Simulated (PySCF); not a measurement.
# GaAs (F-43m) in PySCF: density of states with PBEsol

Aim: the density of states of GaAs with PBEsol.

Everything below comes from runs of PySCF 2.14.0. Logs are shortened: lines on timing, memory, paths and dates and some standing lists are left out, and cuts for length are marked.

**Measured values to compare with.**

From “Evidence of valence band perturbations in GaAsN/GaAs(001): A combined variable-angle spectroscopic ellipsometry and modulated photoreflectance investigation”, 2008, arxiv:0805.2212, for a bulk crystal of GaAs at 300 K: band gap 1.412 ± 0.01 eV (direct).

The results are compared with them further down.

### Step 1. Starting point

It takes space group F-43m (No. 216, cubic). The conventional cell has a = 5.654 Å, b = 5.654 Å, c = 5.654 Å, α = 90.00°, β = 90.00°, γ = 90.00°. Around As (site symmetry -43m) lie 4 Ga at 2.45 Å. Around Ga (site symmetry -43m) lie 4 As at 2.45 Å.

### Step 2. Density of states, PBEsol

The input, run.py:

```python
import json
import numpy as np
from pyscf.pbc import gto, scf, dft, df

cell = gto.Cell()
cell.basis = {'As': 'DZVP-MOLOPT-SR-GTH-q5', 'Ga': 'DZVP-MOLOPT-SR-GTH-q13'}
cell.pseudo = {'As': 'GTH-PBE-q5', 'Ga': 'GTH-PBE-q13'}
cell.fromfile('GaAs.cif')
cell.ke_cutoff = 211  # hartree
cell.exp_to_discard = 0.02
cell.precision = 1e-08
cell.space_group_symmetry = True
cell.symmorphic = False
cell.max_memory = 5880  # MB
cell.verbose = 4
cell.build()

res = {}
kpts = cell.make_kpts([8, 8, 8], space_group_symmetry=True, time_reversal_symmetry=True)
cell.space_group_symmetry = False  # the mesh holds the operations; no search on the supercells of the integral code
mf = dft.KRKS(cell, kpts, xc='pbesol')
mf = mf.multigrid_numint()
mf = mf.smearing(sigma=0.00183747, method='fermi')  # hartree
mf.conv_tol = 1e-07
mf.max_cycle = 60

mf.kernel()
res.update(converged=bool(mf.converged), e_tot=mf.e_tot, nelec=cell.nelectron, nao=cell.nao, mesh=list(map(int, cell.mesh)), a=cell.lattice_vectors().tolist(), coords=cell.atom_coords().tolist(),
           mo_energy=[np.real(x).tolist() for x in mf.mo_energy], mo_occ=[np.real(x).tolist() for x in mf.mo_occ])
res.update(e_free=mf.e_free, e_zero=mf.e_zero)
res.update(kpts=kpts.kpts_scaled_ibz.tolist(), weights=kpts.weights_ibz.tolist())
res['parts'] = {k: float(np.real(v)) for k, v in mf.scf_summary.items() if np.isscalar(v)}
json.dump(res, open('results.json', 'w'))
if not mf.converged:
    raise SystemExit('SCF not converged')

print('levels (eV)')
for i, kp in enumerate(res['kpts'][:40]):
    print('k %7.4f %7.4f %7.4f  ' % tuple(kp), ' '.join('%.3f' % (x * 27.211386) for x in res['mo_energy'][i][:14]))

mf = mf.to_khf()  # unfold to the whole mesh
kpts = mf.kpts
# Mulliken populations
dm, s = np.asarray(mf.make_rdm1()), np.asarray(mf.get_ovlp())
sites = cell.aoslice_by_atom()[:, 2:]
tot = np.einsum('kij,kji->i', dm, s).real / len(kpts)
res['mulliken'] = [cell.atom_charge(i) - tot[a0:a1].sum() for i, (a0, a1) in enumerate(sites)]
print('Mulliken charges', np.round(res['mulliken'], 5))

# density of states, Gaussians of 0.15 eV
e = np.asarray(mf.mo_energy).real.reshape(1, -1) * 27.211386
ef = mf.get_fermi()
ef = np.max(ef) * 27.211386
x = np.arange(-15, 10.01, 0.1) + round(ef, 1)
dos = np.exp(-((x[:, None, None] - e) / 0.15) ** 2 / 2).sum(-1).T / (0.15 * np.sqrt(2 * np.pi) * len(kpts)) * 2
res.update(dos_e=x.tolist(), dos=dos.tolist())
for a, b in zip(x[::5], dos.T[::5]):
    print('%8.2f' % a, ' '.join('%9.4f' % y for y in b))

# density on a uniform mesh
grids = dft.gen_grid.UniformGrids(cell)
grids.mesh = [21, 21, 21]
grids.build()
ni = dft.numint.KNumInt()
rho = [ni.get_rho(cell, x, grids, kpts) for x in [dm]]
np.save('rho.npy', np.reshape(rho, (-1, *grids.mesh)))
res['done'] = True
json.dump(res, open('results.json', 'w'))
```

The input, GaAs.cif:

```cif
data_GaAs
_cell_length_a 3.99776961
_cell_length_b 3.99776961
_cell_length_c 3.99776961
_cell_angle_alpha 60.00000000
_cell_angle_beta 60.00000000
_cell_angle_gamma 60.00000000
_space_group_name_H-M_alt 'P1'
_space_group_name_Hall 'P 1'
_space_group_IT_number 1
loop_
_space_group_symop_operation_xyz
'x,y,z'
loop_
_atom_site_label
_atom_site_type_symbol
_atom_site_symmetry_multiplicity
_atom_site_Wyckoff_symbol
_atom_site_fract_x
_atom_site_fract_y
_atom_site_fract_z
_atom_site_occupancy
As1 As 1 a 0.7500000000 0.7500000000 0.7500000000 1
Ga1 Ga 1 a 0.0000000000 0.0000000000 0.0000000000 1
```

Potentials or basis: DZVP-MOLOPT-SR/GTH-PBE (potentials made for PBE).

Run with:

```bash
$ OMP_NUM_THREADS=4 python -u run.py > log
```

Standard output:

```text
Discarded 0 diffused primitive functions, 0 contracted functions
time reversal: True
k-points in IBZ                         weights
  0:  0.000000,  0.000000,  0.000000    1/512
  1:  0.500000,  0.500000, -0.000000    3/512
  2:  0.500000,  0.500000,  0.500000    4/512
  3:  0.625000,  0.625000, -0.000000    6/512
  4:  0.625000,  0.625000,  0.625000    8/512
  5:  0.750000,  0.375000,  0.375000    12/512
[... 21 lines left out ...]
 27:  0.875000,  0.875000,  0.750000    12/512
 28:  0.875000,  0.875000,  0.875000    8/512

******** <class 'pyscf.pbc.scf.smearing.SmearingKsymAdaptedKRKS'> ********
method = SmearingKsymAdaptedKRKS
initial guess = minao
damping factor = 0
level_shift factor = 0
DIIS = <class 'pyscf.scf.diis.CDIIS'>
diis_start_cycle = 1
diis_space = 8
diis_damp = 0
SCF conv_tol = 1e-07
SCF conv_tol_grad = None
SCF max_cycles = 60
direct_scf = True
direct_scf_tol = 1e-13

******** PBC SCF flags ********
N kpts (BZ) = 512
N kpts (IBZ) = 29
Exchange divergence treatment (exxdiv) = ewald
    madelung (= occupied orbital energy shift) = 0.05364196287609717
    Total energy shift due to Ewald probe charge = -1/2 * Nelec*madelung = -0.482777665885
DF object = <pyscf.pbc.df.fft.FFTDF object>
XC functionals = pbesol
small_rho_cutoff = 0
Uniform grid, mesh = [51 51 51]
Set gradient conv threshold to 0.000316228
nelec by numeric integration = 17.99999999999997
init E= -80.7067021389707
    sigma = 0.00183747  Optimized mu = 0.265419895356  entropy = 0.000202576025497
nelec by numeric integration = 17.999999999999726
    Total E(T) = -80.7346196886517  Free energy = -80.7346200608791  E0 = -80.7346198747654
cycle= 1 E= -80.7346196886517  delta_E= -0.0279  |g|= 0.896  |ddm|= 12.7
    sigma = 0.00183747  Optimized mu = 0.257484069665  entropy = 0.00573746118691
nelec by numeric integration = 17.99999999999986
    Total E(T) = -80.7311627392022  Free energy = -80.731173281615  E0 = -80.7311680104086
cycle= 2 E= -80.7311627392022  delta_E= 0.00346  |g|= 0.944  |ddm|= 4.53
    sigma = 0.00183747  Optimized mu = 0.256434882109  entropy = 0.00119248155494
nelec by numeric integration = 17.99999999999979
    Total E(T) = -80.7461003675859  Free energy = -80.746102558735  E0 = -80.7461014631605
cycle= 3 E= -80.7461003675859  delta_E= -0.0149  |g|= 0.054  |ddm|= 2.72
    sigma = 0.00183747  Optimized mu = 0.257913699746  entropy = 0.00139022634155
nelec by numeric integration = 17.999999999999787
    Total E(T) = -80.7461623187924  Free energy = -80.7461648732916  E0 = -80.746163596042
cycle= 4 E= -80.7461623187924  delta_E= -6.2e-05  |g|= 0.00637  |ddm|= 0.189
    sigma = 0.00183747  Optimized mu = 0.257878555601  entropy = 0.00136038655712
nelec by numeric integration = 17.999999999999794
    Total E(T) = -80.7461633023506  Free energy = -80.7461658020201  E0 = -80.7461645521854
cycle= 5 E= -80.7461633023506  delta_E= -9.84e-07  |g|= 0.000429  |ddm|= 0.0235
    sigma = 0.00183747  Optimized mu = 0.257857220582  entropy = 0.00136207389641
nelec by numeric integration = 17.999999999999787
    Total E(T) = -80.7461633031872  Free energy = -80.7461658059571  E0 = -80.7461645545721
cycle= 6 E= -80.7461633031872  delta_E= -8.37e-10  |g|= 3.89e-06  |ddm|= 0.00179
    sigma = 0.00183747  Optimized mu = 0.257857200189  entropy = 0.00136211978577
nelec by numeric integration = 17.999999999999797
    Total E(T) = -80.7461633030932  Free energy = -80.7461658059474  E0 = -80.7461645545203
Extra cycle  E= -80.7461633030932  delta_E= 9.4e-11  |g|= 4.66e-06  |ddm|= 2.32e-05
converged SCF energy = -80.7461633030932
levels (eV)
k  0.0000  0.0000  0.0000   -7.978 -7.978 -7.977 -7.893 -7.893 -6.002 6.791 6.791 6.792 7.183 10.453 10.453 10.457 17.577
k  0.5000  0.5000 -0.0000   -8.090 -7.927 -7.926 -7.919 -7.878 -3.461 -0.149 4.044 4.045 8.187 8.325 17.171 17.174 17.961
k  0.5000  0.5000  0.5000   -8.058 -7.955 -7.955 -7.891 -7.891 -4.218 0.033 5.614 5.614 7.672 11.433 11.433 15.485 18.049
k  0.6250  0.6250 -0.0000   -8.078 -7.934 -7.934 -7.915 -7.880 -4.095 0.777 4.304 4.305 8.124 9.078 15.661 15.664 16.529
k  0.6250  0.6250  0.6250   -8.048 -7.958 -7.958 -7.892 -7.892 -4.616 0.795 5.739 5.739 7.797 11.483 11.483 14.711 17.659
k  0.7500  0.3750  0.3750   -8.079 -7.939 -7.933 -7.909 -7.885 -3.500 0.038 2.827 4.471 8.645 11.433 14.978 15.014 15.604
[... 21 lines left out ...]
k  0.8750  0.8750  0.7500   -8.011 -7.970 -7.965 -7.896 -7.892 -5.528 3.573 5.373 6.498 9.009 10.836 10.959 12.200 16.003
k  0.8750  0.8750  0.8750   -7.991 -7.974 -7.974 -7.894 -7.894 -5.822 4.758 6.543 6.544 8.296 10.820 10.820 10.970 16.971
Mulliken charges [-0.17801  0.17801]
   -8.20    7.3705
   -7.70    7.6293
   -7.20    0.0003
   -6.70    0.0000
   -6.20    0.0087
   -5.70    0.2041
[... 43 lines left out ...]
   16.30    0.3722
   16.80    1.0745
```

It took 14 min on 4 threads of Intel Xeon at 2.50GHz (Skylake/Cascade Lake), shared host; peak memory 5.5 GiB.

Results:

| Quantity | Value |
| --- | --- |
| Free energy | -2197.2151 eV |
| Band gap on the k mesh | 0.39 eV, direct |
| Mulliken charges | As -0.18; Ga +0.18 e |

Levels at points of the mesh, in eV from the valence-band top:
| k point | band 6 | band 7 | band 8 | band 9 | band 10 | band 11 | band 12 | band 13 |
| --- | --- | --- | --- | --- | --- | --- | --- | --- |
| (0.00, 0.00, 0.00) | -12.79 | 0.00 | 0.00 | 0.00 | 0.39 | 3.66 | 3.66 | 3.67 |
| (0.50, 0.50, 0.00) | -10.25 | -6.94 | -2.75 | -2.75 | 1.40 | 1.53 | 10.38 | 10.38 |
| (0.50, 0.50, 0.50) | -11.01 | -6.76 | -1.18 | -1.18 | 0.88 | 4.64 | 4.64 | 8.69 |

States per cell in windows of 1 eV (zero at the valence-band top; states under -8 eV left out):
```tsv
from (eV)	total
-8.0	0.01
-7.0	1.14
-6.0	0.43
-5.0	0.25
-4.0	1.17
-3.0	1.34
-2.0	1.26
-1.0	0.38
0.0	0.04
1.0	0.41
2.0	1.30
3.0	0.92
4.0	1.43
5.0	1.34
6.0	1.02
7.0	0.66
```

Caveat: Mulliken charges move with the basis; the basis of atomic orbitals isn't converged, which shifts pressures, moduli and gaps.

### Step 3. Comparison with measurements

Step 2. Measured gap of GaAs: 1.412 eV (direct; 300 K; “Evidence of valence band perturbations in GaAsN/GaAs(001): A combined variable-angle spectroscopic ellipsometry and modulated photoreflectance investigation”, 2008, arxiv:0805.2212). This calculation gives 0.39 eV (-1.02 eV). So large a miss can be the level of theory's own, or it may mean another phase, state or a wrong row. 3 values of this kind are on record (1.412 to 1.51 eV); this one was drawn at random among those near their median, those with a stated uncertainty first. Spin-orbit coupling on As, Ga is left out. The value is that of PBEsol in an atomic basis (DZVP-MOLOPT-SR/GTH-PBE (potentials made for PBE)), whose error adds to the functional's, on a finite k mesh, which can miss the band edges, without temperature or zero-point motion. Semilocal functionals fall short of measured gaps as a rule.
